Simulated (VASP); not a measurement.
# CoSi (P2_13) in VASP: a series of runs, part 2 of 4

VASP 6.6.1.

## 3. Density of states, PBE

Contents of POSCAR:

```
CoSi                                    
1.0
    4.3865828305      0.0000000000      0.0000000000
    0.0000000000      4.3865828305      0.0000000000
    0.0000000000      0.0000000000      4.3865828305
  Co              Si            
     4     4
Direct
     0.1457490871223968    0.1457490871223968    0.1457490871223968
     0.3542509128776032    0.8542509128776032    0.6457490871223968
     0.6457490871223968    0.3542509128776032    0.8542509128776032
     0.8542509128776032    0.6457490871223968    0.3542509128776032
     0.8433334726077035    0.8433334726077035    0.8433334726077035
     0.6566665273922965    0.1566665273922965    0.3433334726077035
     0.3433334726077035    0.6566665273922965    0.1566665273922965
     0.1566665273922965    0.3433334726077035    0.6566665273922965
```

Contents of INCAR.step1:

```
SYSTEM = CoSi
PREC = Accurate ; ENCUT = 520
EDIFF = 1E-6 ; ISMEAR = 1
SIGMA = 0.1 ; LREAL = .False.
LASPH = .True. ; NELM = 80
ALGO = Fast ; ISIF = 2
LWAVE = .False. ; LCHARG = .True.
LMAXMIX = 4 ; GGA = PE
KPAR = 4
```

Contents of KPOINTS.step1:

```
Automatic mesh
0
Gamma
  8 8 8
  0 0 0
```

Contents of INCAR.step2:

```
SYSTEM = CoSi
PREC = Accurate ; ENCUT = 520
EDIFF = 1E-6 ; ISMEAR = -5
SIGMA = 0.1 ; LREAL = .False.
LASPH = .True. ; NELM = 80
ALGO = Fast ; ISIF = 2
LWAVE = .False. ; LCHARG = .False.
LMAXMIX = 4 ; GGA = PE
LORBIT = 11 ; KPAR = 4
NEDOS = 1001 ; ICHARG = 11
```

Contents of KPOINTS.step2:

```
Automatic mesh
0
Gamma
  12 12 12
  0 0 0
```

Potentials or basis: VASP PAW PBE potentials, release 64 (Co, Si).

Run with:

```sh
$ cat potpaw_PBE.64/Co/POTCAR potpaw_PBE.64/Si/POTCAR > POTCAR
$ cp INCAR.step1 INCAR
$ cp KPOINTS.step1 KPOINTS
$ mpirun -np 4 vasp_std > vasp.out
$ cp INCAR.step2 INCAR
$ cp KPOINTS.step2 KPOINTS
$ mpirun -np 4 vasp_std > vasp.out
```

OUTCAR:

```text
SYSTEM = CoSi
   PREC = Accurate
   ENCUT = 520
   EDIFF = 1E-6
   ISMEAR = -5
   LREAL = .False.
   LASPH = .True.
   NELM = 80
   ISIF = 2
   GGA = PE
   LORBIT = 11
   ICHARG = 11

 ion  position               nearest neighbor table
   1  0.146  0.146  0.146-   5 2.30   6 2.31   7 2.31   8 2.31   7 2.40   8 2.40   6 2.40   2 2.70
                             3 2.70   2 2.70   3 2.70   4 2.70   4 2.70
   2  0.354  0.854  0.646-   6 2.30   5 2.31   7 2.31   8 2.31   7 2.40   8 2.40   5 2.40   1 2.70
                             1 2.70   4 2.70   4 2.70   3 2.70   3 2.70
   3  0.646  0.354  0.854-   7 2.30   6 2.31   5 2.31   8 2.31   8 2.40   6 2.40   5 2.40   4 2.70
[... 1054 lines left out ...]
     0.000000000  4.386582831  0.000000000     0.000000000  0.227967883  0.000000000
     0.000000000  0.000000000  4.386582831     0.000000000  0.000000000  0.227967883

 POSITION                                       TOTAL-FORCE (eV/Angst)
 -----------------------------------------------------------------------------------
      0.63934      0.63934      0.63934         0.012923      0.012923      0.012923
      1.55395      3.74724      2.83263        -0.012923     -0.012923      0.012923
      2.83263      1.55395      3.74724         0.012923     -0.012923     -0.012923
      3.74724      2.83263      1.55395        -0.012923      0.012923     -0.012923
      3.69935      3.69935      3.69935         0.016968      0.016968      0.016968
      2.88052      0.68723      1.50606        -0.016968     -0.016968      0.016968
      1.50606      2.88052      0.68723         0.016968     -0.016968     -0.016968
      0.68723      1.50606      2.88052        -0.016968      0.016968     -0.016968
 -----------------------------------------------------------------------------------
    total drift:                                0.000000      0.000000      0.000000

  FREE ENERGIE OF THE ION-ELECTRON SYSTEM (eV)
  ---------------------------------------------------
  free  energy   TOTEN  =       -54.6945693979 eV

  energy  without entropy=      -54.6945693979  energy(sigma->0) =      -54.69456940

 total charge

# of ion       s       p       d       tot
------------------------------------------
    1        0.450   0.650   7.594   8.694
    2        0.450   0.650   7.594   8.694
    3        0.450   0.650   7.594   8.694
    4        0.450   0.650   7.594   8.694
    5        0.725   0.904   0.000   1.629
    6        0.725   0.904   0.000   1.629
    7        0.725   0.904   0.000   1.629
    8        0.725   0.904   0.000   1.629
--------------------------------------------------
tot          4.700   6.217  30.375  41.293
```

It took 73 s on 4 MPI ranks of AMD EPYC 9R45 (Zen 5), shared host; peak memory 0.35 GiB.

Results:

* Valence electrons inside the program's atomic spheres: Co 8.69; Si 1.63

States per cell in windows of 1 eV (zero at the Fermi level; states under -8 eV left out):
```
from (eV)  total  Co1_d  Co2_d  Co3_d  Co4_d  Si5_p  Si6_p
     -8.0   1.63   0.07   0.07   0.07   0.07   0.04   0.04
     -7.0   2.09   0.10   0.10   0.10   0.10   0.10   0.10
     -6.0   2.84   0.19   0.19   0.19   0.19   0.13   0.13
     -5.0   3.97   0.40   0.40   0.40   0.40   0.16   0.16
     -4.0   6.31   0.96   0.96   0.96   0.96   0.15   0.15
     -3.0  10.72   1.92   1.92   1.92   1.92   0.14   0.14
     -2.0   9.96   2.17   2.17   2.17   2.17   0.05   0.05
     -1.0   7.71   1.69   1.69   1.69   1.69   0.04   0.04
      0.0   2.37   0.44   0.44   0.44   0.44   0.04   0.04
      1.0   2.36   0.38   0.38   0.38   0.38   0.05   0.05
      2.0   3.72   0.46   0.46   0.46   0.46   0.10   0.10
      3.0   1.25   0.11   0.11   0.11   0.11   0.05   0.05
      4.0   0.30   0.02   0.02   0.02   0.02   0.02   0.02
      5.0   0.04   0.00   0.00   0.00   0.00   0.00   0.00
```

Caveat: tetrahedron occupations give inexact forces and stress in metals.

## 4. Phonons, PBEsol

POSCAR: that of step 3 with these lines changed.

```diff
@@ -1,2 +1,2 @@
-CoSi                                    
+CoSi
 1.0
@@ -5,3 +5,3 @@
     0.0000000000      0.0000000000      4.3865828305
-  Co              Si            
+  Co              Si
      4     4
```

Contents of INCAR.step1:

```
SYSTEM = CoSi
PREC     = Accurate       ! precision mode
ENCUT    = 600            ! plane-wave cutoff, eV
EDIFF    = 1E-8           ! SCF threshold, eV
ISMEAR   = 1              ! smearing method
SIGMA    = 0.2            ! smearing width, eV
LREAL    = .FALSE.        ! projectors in reciprocal space
LASPH    = .TRUE.         ! aspherical terms in the spheres
NELM     = 80             ! most SCF steps
ALGO     = Normal         ! electronic algorithm
ISIF     = 3              ! what is computed and relaxed
LWAVE    = .FALSE.        ! write WAVECAR
LCHARG   = .FALSE.        ! write CHGCAR
GGA      = PS             ! functional
KPAR     = 4            
IBRION   = 2              ! ionic algorithm
NSW      = 40             ! ionic steps
EDIFFG   = -0.002         ! ionic threshold
```

Contents of INCAR.step2:

```
SYSTEM = CoSi
PREC     = Accurate       ! precision mode
ENCUT    = 600            ! plane-wave cutoff, eV
EDIFF    = 1E-8           ! SCF threshold, eV
ISMEAR   = 1              ! smearing method
SIGMA    = 0.2            ! smearing width, eV
LREAL    = .FALSE.        ! projectors in reciprocal space
LASPH    = .TRUE.         ! aspherical terms in the spheres
NELM     = 80             ! most SCF steps
ALGO     = Normal         ! electronic algorithm
ISIF     = 2              ! what is computed and relaxed
LWAVE    = .FALSE.        ! write WAVECAR
LCHARG   = .FALSE.        ! write CHGCAR
GGA      = PS             ! functional
KPAR     = 4            
IBRION   = 6              ! ionic algorithm
NFREE    = 2            
POTIM    = 0.015          ! step
NSW      = 1              ! ionic steps
```

Contents of KPOINTS:

```
regular mesh
0
G
  12 12 12
  0 0 0
```

Potentials or basis: VASP PAW PBE potentials, release 64 (Co, Si).

Run with:

```sh
$ cat potpaw_PBE.64/Co/POTCAR potpaw_PBE.64/Si/POTCAR > POTCAR
$ cp INCAR.step1 INCAR
$ mpirun -np 4 vasp_std > vasp.out
$ cp CONTCAR POSCAR
$ cp INCAR.step2 INCAR
$ mpirun -np 4 vasp_std > vasp.out
```

OUTCAR:

```text
SYSTEM = CoSi
   PREC = Accurate
   ENCUT = 600
   EDIFF = 1E-8
   ISMEAR = 1
   LREAL = .FALSE.
   LASPH = .TRUE.
   NELM = 80
   ISIF = 2
   GGA = PS
   IBRION = 6
   NFREE = 2
   POTIM = 0.015
   NSW = 1

 ion  position               nearest neighbor table
   1  0.146  0.146  0.146-   5 2.30   6 2.31   7 2.31   8 2.31   7 2.40   8 2.40   6 2.40   3 2.70
                             4 2.70   2 2.70   2 2.70   4 2.70   3 2.70
   2  0.354  0.854  0.646-   6 2.30   5 2.31   7 2.31   8 2.31   7 2.40   8 2.40   5 2.40   1 2.70
                             1 2.70   3 2.70   3 2.70   4 2.70   4 2.70
   3  0.646  0.354  0.854-   7 2.30   6 2.31   5 2.31   8 2.31   8 2.40   6 2.40   5 2.40   1 2.70
                             4 2.70   2 2.70   2 2.70   4 2.70   1 2.70
   4  0.854  0.646  0.354-   8 2.30   6 2.31   7 2.31   5 2.31   6 2.40   5 2.40   7 2.40   1 2.70
                             3 2.70   2 2.70   1 2.70   2 2.70   3 2.70
   5  0.843  0.843  0.843-   1 2.30   2 2.31   3 2.31   4 2.31   3 2.40   4 2.40   2 2.40   6 2.71
                             7 2.71   8 2.71   6 2.71   8 2.71   7 2.71
   6  0.657  0.157  0.343-   2 2.30   1 2.31   3 2.31   4 2.31   3 2.40   4 2.40   1 2.40   8 2.71
                             5 2.71   5 2.71   7 2.71   7 2.71   8 2.71
   7  0.343  0.657  0.157-   3 2.30   2 2.31   1 2.31   4 2.31   4 2.40   2 2.40   1 2.40   8 2.71
                             5 2.71   8 2.71   6 2.71   6 2.71   5 2.71
   8  0.157  0.343  0.657-   4 2.30   2 2.31   3 2.31   1 2.31   2 2.40   1 2.40   3 2.40   7 2.71
                             5 2.71   7 2.71   5 2.71   6 2.71   6 2.71

  LATTYP: Found a simple cubic cell.
 ALAT       =     4.3862333398

  Lattice vectors:

 A1 = (   4.3862333398,   0.0000000000,   0.0000000000)
 A2 = (   0.0000000000,   4.3862333398,   0.0000000000)
 A3 = (   0.0000000000,   0.0000000000,   4.3862333398)

Analysis of symmetry for initial positions (statically):
[... 1195 lines left out ...]
  FORCE on cell =-STRESS in cart. coord.  units (eV):
  Direction    XX          YY          ZZ          XY          YZ          ZX
  --------------------------------------------------------------------------------------
  -------------------------------------------------------------------------------------
  Total        0.0401421      0.0143287     -0.0023552     -0.0118534     -0.0260659      0.0084308
  in kB        0.7621422      0.2720454     -0.0447160     -0.2250490     -0.4948902      0.1600674
  external PRESSURE =       0.3298238 kB  Pullay stress =       0.0000000 kB
[... 23 lines left out ...]
  FREE ENERGIE OF THE ION-ELECTRON SYSTEM (eV)
  ---------------------------------------------------
  free  energy   TOTEN  =       -59.8161139698 eV

  energy  without entropy=      -59.8336355701  energy(sigma->0) =      -59.82195450

 INTERNAL STRAIN TENSORS FROM DISPLACED ATOMS
 ============================================

 INTERNAL STRAIN TENSOR FOR ION    1 for displacements in x,y,z  (eV/Angst):
          X           Y           Z          XY          YZ          ZX
  --------------------------------------------------------------------------------
  x    -2.61330    -0.74263    -0.27518    -1.51966    -1.75414     2.68497
  y    -0.27518    -2.61330    -0.74263     2.68497    -1.51966    -1.75414
  z    -0.74263    -0.27518    -2.61330    -1.75414     2.68497    -1.51966

 INTERNAL STRAIN TENSOR FOR ION    8 for displacements in x,y,z  (eV/Angst):
          X           Y           Z          XY          YZ          ZX
  --------------------------------------------------------------------------------
  x     2.08345     0.63178    -0.45624     0.81971     1.75470     0.51508
  y     0.45624    -2.08345    -0.63178     0.51508    -0.81971     1.75470
  z     0.63178    -0.45624     2.08345     1.75470    -0.51508    -0.81971

 Eigenvectors and eigenvalues of the dynamical matrix
 ----------------------------------------------------

   1 f  =   13.206588 THz    82.979437 2PiTHz  440.524343 cm-1    54.618033 meV
             X         Y         Z           dx          dy          dz
      0.639377  0.639377  0.639377     0.103766   -0.131226   -0.006911
      1.553740  3.746857  2.832493     0.052667    0.058854   -0.188986
      2.832493  1.553740  3.746857     0.077109   -0.084045   -0.182415
      3.746857  2.832493  1.553740     0.128209    0.106035   -0.013482
      3.698955  3.698955  3.698955     0.087233    0.089450   -0.059158
      2.880395  0.687278  1.505838    -0.286544   -0.398076    0.342920
      1.505838  2.880395  0.687278    -0.349236    0.434566    0.390985
      0.687278  1.505838  2.880395     0.024541   -0.052961   -0.107223
[... 243 lines left out ...]
  24 f/i=    0.000440 THz     0.002765 2PiTHz    0.014677 cm-1     0.001820 meV
             X         Y         Z           dx          dy          dz
      0.639377  0.639377  0.639377    -0.348871    0.218133    0.005740
      1.553740  3.746857  2.832493    -0.348871    0.218133    0.005729
      2.832493  1.553740  3.746857    -0.348861    0.218124    0.005724
      3.746857  2.832493  1.553740    -0.348861    0.218125    0.005745
      3.698955  3.698955  3.698955    -0.240812    0.150562    0.003958
      2.880395  0.687278  1.505838    -0.240813    0.150562    0.003959
      1.505838  2.880395  0.687278    -0.240820    0.150579    0.003969
      0.687278  1.505838  2.880395    -0.240819    0.150579    0.003947

 ELASTIC MODULI CONTR FROM IONIC RELAXATION (kBar)
 Direction    XX          YY          ZZ          XY          YZ          ZX
 --------------------------------------------------------------------------------
 XX         -80.8979    -32.6099    -32.6099      0.0000     -0.0000     -0.0000
 YY         -32.6099    -80.8979    -32.6099     -0.0000      0.0000     -0.0000
 ZZ         -32.6099    -32.6099    -80.8979      0.0000      0.0000     -0.0000
 XY           0.0000     -0.0000      0.0000    -86.6126     -0.0000     -0.0000
 YZ          -0.0000      0.0000      0.0000     -0.0000    -86.6126     -0.0000
 ZX          -0.0000     -0.0000     -0.0000     -0.0000     -0.0000    -86.6126
 --------------------------------------------------------------------------------
```

Wall time 44 min (4 MPI ranks of AMD EPYC 7R43 (Zen 3), shared host); peak memory 3.1 GiB.

What came out:

* Highest phonon frequency at Γ, LO-TO splitting left out: 441 cm⁻¹

Phonon frequencies in cm⁻¹ (negative: imaginary):
```
              q point                                                                                frequencies
(0.000, 0.000, 0.000)  0 0 0 203 217 217 234 234 234 256 256 256 325 325 325 328 328 369 369 369 375 441 441 441
```

Caveat: the PAW data sets were made with another functional, which shifts forces and pressure a little. Spin polarisation is off, so any magnetic state and its effect on volume and gap are missing.

(Continued in part 3 of 4.)
